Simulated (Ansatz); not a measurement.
# SnTe: which structure wins at one pressure

Aim: bring SnTe in several structures (rocksalt, CsCl, zincblende, wurtzite, NiAs) to one pressure and rank them by enthalpy. The pressure is set by scaling the first phase. The runs shown use LAPW. Companion runs by PAW are cited.

Computed with Ansatz 0.2.0 (DFT, PBE, all-electron LAPW, scalar-relativistic, unless a step's input says otherwise).

**1. Starting point**

It takes space group Fm-3m (No. 225, cubic). Conventional cell: a = 5.905 Å, b = 5.905 Å, c = 5.905 Å, α = 90.00°, β = 90.00°, γ = 90.00°. Sn (site symmetry m-3m) is surrounded by 6 Te at 2.95 Å. Te (site symmetry m-3m) is surrounded by 6 Sn at 2.95 Å.

As a file:

```cif
data_structure
_symmetry_space_group_name_H-M 'Fm-3m'
_symmetry_Int_Tables_number 225
_cell_length_a 5.9053
_cell_length_b 5.9053
_cell_length_c 5.9053
_cell_angle_alpha 90.000
_cell_angle_beta 90.000
_cell_angle_gamma 90.000
_cell_volume 205.93
loop_
_atom_site_label
_atom_site_type_symbol
_atom_site_symmetry_multiplicity
_atom_site_Wyckoff_symbol
_atom_site_fract_x
_atom_site_fract_y
_atom_site_fract_z
_atom_site_occupancy
Sn1 Sn 4 a 0.00000 0.00000 0.00000 1
Te1 Te 4 b 0.50000 0.00000 0.00000 1
```

The file gives the conventional cell by its symmetry; the runs use the cell typed in the input.

Atoms are numbered in the order of the input: Sn1, Te2.

**2. Rocksalt relaxed under pressure, LAPW**

Contents of input.yaml:

```yaml
crystal:
  lattice:
    - [0.0, 2.9526371417, 2.9526371417]
    - [2.9526371417, 0.0, 2.9526371417]
    - [2.9526371417, 2.9526371417, 0.0]
  atoms:
    - { symbol: Sn, position: [0.0, 0.0, 0.0] }
    - { symbol: Te, position: [0.5, 0.5, 0.5] }
kpoints:
  mp_grid: { grid: [13, 13, 13] }
scf:
  occupations: { method: fermi_dirac, width: 0.1 }
hamiltonian:
  xc: pbe
  pseudopotentials: { kind: all_electron, lapw: { basis_error: 0.0005 } }
output:
  forces: true
  stress: true
  eigenvalues: true
relax:
  f_tol: 0.005
  max_steps: 12
  cell: { p_target: 17.0, stress_tol: 0.03 }
```

Run with:

```
ansatz run input.yaml --threads 1 --pin off --max-ram 3584MiB --backend cpu --events-out ev --progress --plain --runs-dir out
```

The runs that follow: CsCl relaxed under pressure, LAPW; Zincblende relaxed under pressure, LAPW; Wurtzite at the cell that PAW relaxed, LAPW; NiAs at the cell that PAW relaxed, LAPW.

Q: Predict the outcome of this session. Wanted: pressure; lowest (for each run or level that gives them).

As calculated:

```
     quantity                               value
     pressure                              17 GPa
lowest (LAPW)  CsCl, 82.0 meV/atom under rocksalt
 lowest (PAW)  CsCl, 81.8 meV/atom under rocksalt
```

By LAPW the order is CsCl < rocksalt < NiAs < wurtzite < zincblende. By PAW the order is CsCl < rocksalt < NiAs < wurtzite < zincblende. Some starts changed symmetry on relaxing: wurtzite ended as P6_3/mmc. The methods agree on the lowest phase. Only these structures were tried, with electrons smeared by 0.1 eV and without vibrations, so the true ground state may be another. The k meshes differ between phases and weren't tested, which can move differences by some meV. Spin-orbit coupling is left out, though the cell holds Te; in elements this heavy it can shift bands and gaps by tenths of an eV.
